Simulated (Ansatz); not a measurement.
A relaxation computed with Ansatz, from input to last step.

```yaml
crystal:
  lattice:
    - [3.6344736127, 0.0, 0.0]
    - [-1.8172368064, 3.1475464779, 0.0]
    - [0.0, 0.0, 5.6930507689]
  atoms:
    - { symbol: Zr, position: [0.0, 0.0, 0.0] }
    - { symbol: S, position: [0.6666666667, 0.3333333333, 0.7408924739] }
    - { symbol: S, position: [0.3333333333, 0.6666666667, 0.2591075261] }
basis:
  ecutwfc: 420
kpoints:
  mp_grid: { grid: [12, 12, 6] }
hamiltonian:
  xc: pbesol
  dispersion: d3bj
scf:
  occupations: { method: gaussian, width: 0.01 }
output:
  forces: true
  stress: true
  eigenvalues: true
relax:
  adjacent_minimum: "off"
  f_tol: 0.01
  max_steps: 30
  cell: { stress_tol: 0.1, fix: [volume] }
```

```bash
ansatz run input.yaml --threads 1 --pin off --max-ram 2560MiB --backend cpu --events-out ev --progress --plain --runs-dir out
```

Theory: Ansatz, DFT PBEsol+D3(BJ), scalar-relativistic, plane waves, PAW.

The volume is held at 1.06 times that of the relaxed cell.

Of 5 frames 4 are shown, positions in Å and forces in eV/Å; the SCF threshold varies from step to step. Steps run on the plane waves of an earlier cell, with a Pulay correction in the pressure. The basis is chosen afresh for the last frame, the zero of the energies, and at times for earlier ones too; energy and pressure step there, also at an unchanged geometry. The mark taken_back stands on steps that the optimiser undid.

```xyz
3
Lattice="3.6345 0.0000 0.0000 -1.8172 3.1475 0.0000 0.0000 0.0000 5.6931" Properties=species:S:1:pos:R:3:forces:R:3 pbc="T T T" step=1 free_energy_over_end_meV_per_atom=3.80 pressure_GPa=-3.95
Zr    0.0000    0.0000    0.0000    0.0000    0.0000    0.0000
S     1.8172    1.0492    4.2179    0.0000    0.0000    0.3278
S     0.0000    2.0984    1.4751    0.0000    0.0000   -0.3278
3
Lattice="3.6143 0.0000 0.0000 -1.8071 3.1301 0.0000 0.0000 0.0000 5.7568" Properties=species:S:1:pos:R:3:forces:R:3 pbc="T T T" step=2 free_energy_over_end_meV_per_atom=4.46 pressure_GPa=0.07 taken_back
Zr    0.0000    0.0000    0.0000    0.0000    0.0000    0.0000
S     1.8071    1.0434    4.3321    0.0000    0.0000   -0.4013
S     0.0000    2.0867    1.4247    0.0000    0.0000    0.4013
3
Lattice="3.6199 0.0000 0.0000 -1.8099 3.1349 0.0000 0.0000 0.0000 5.7391" Properties=species:S:1:pos:R:3:forces:R:3 pbc="T T T" step=3 free_energy_over_end_meV_per_atom=0.04 pressure_GPa=-2.18
Zr    0.0000    0.0000    0.0000    0.0000    0.0000    0.0000
S     1.8099    1.0450    4.2820    0.0000    0.0000    0.0242
S     0.0000    2.0899    1.4571    0.0000    0.0000   -0.0242
3
Lattice="3.6162 0.0000 0.0000 -1.8081 3.1317 0.0000 0.0000 0.0000 5.7507" Properties=species:S:1:pos:R:3:forces:R:3 pbc="T T T" step=5 free_energy_over_end_meV_per_atom=0.00 pressure_GPa=-1.98
Zr    0.0000    0.0000    0.0000    0.0000    0.0000    0.0000
S     1.8081    1.0439    4.2936    0.0000    0.0000    0.0006
S     0.0000    2.0878    1.4571    0.0000    0.0000   -0.0006
```

Time: 22 s on 1 thread of Intel(R) Xeon(R) Platinum 8488C (Sapphire Rapids), on a shared host, peak memory 0.47 GiB.